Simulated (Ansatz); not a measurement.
SnO2 (Cassiterite):

```xyz
6
Lattice="4.7380 0.0000 0.0000 0.0000 4.7380 0.0000 0.0000 0.0000 3.1865" Properties=species:S:1:pos:R:3 pbc="T T T"
Sn    2.3690    2.3690    1.5933
Sn    0.0000    0.0000    0.0000
O     3.8240    0.9140    1.5933
O     3.2830    3.2830    0.0000
O     0.9140    3.8240    1.5933
O     1.4550    1.4550    0.0000
```

```yaml
Program: Ansatz 0.2.0
Task: relaxation of cell and atoms
Functional: PBE
Potentials_or_basis: Ansatz PAW earlier set
Cutoff: "930 eV (not typed: the program's choice for these potentials)"
k_mesh: 6 × 6 × 8
Occupations: fermi-dirac, width 0.05 eV
Spin: no spin polarisation
```

At the start: volume 11.92 Å³/atom.

Where does the relaxation end?

It ends after 5 steps and the volume is 12.57 Å³/atom (+5.5 %); space group P4_2/mnm (No. 136, to 0.05 Å).

The path:
```csv
step,energy change (eV),largest force (eV/Å),volume (Å³)
1,0.0000,0.2725,71.53
2,-0.1273,0.0329,75.11
3,-0.1283,0.0377,75.43
4,-0.1287,0.0007,75.45
5,-0.1290,0.0008,75.45
```

Final structure:
```yaml
crystal:
  lattice:
    - [4.82702, 0.00000, 0.00000]
    - [0.00000, 4.82702, 0.00000]
    - [0.00000, 0.00000, 3.23807]
  atoms:
    - { symbol: Sn, position: [0.50000, 0.50000, 0.50000] }
    - { symbol: Sn, position: [0.00000, 0.00000, 0.00000] }
    - { symbol: O, position: [0.80659, 0.19341, 0.50000] }
    - { symbol: O, position: [0.69341, 0.69341, 0.00000] }
    - { symbol: O, position: [0.19341, 0.80659, 0.50000] }
    - { symbol: O, position: [0.30659, 0.30659, 0.00000] }
```

Caveat: the plane-wave basis is chosen anew once the cell has moved, so the energies of steps on either side of that aren't comparable.
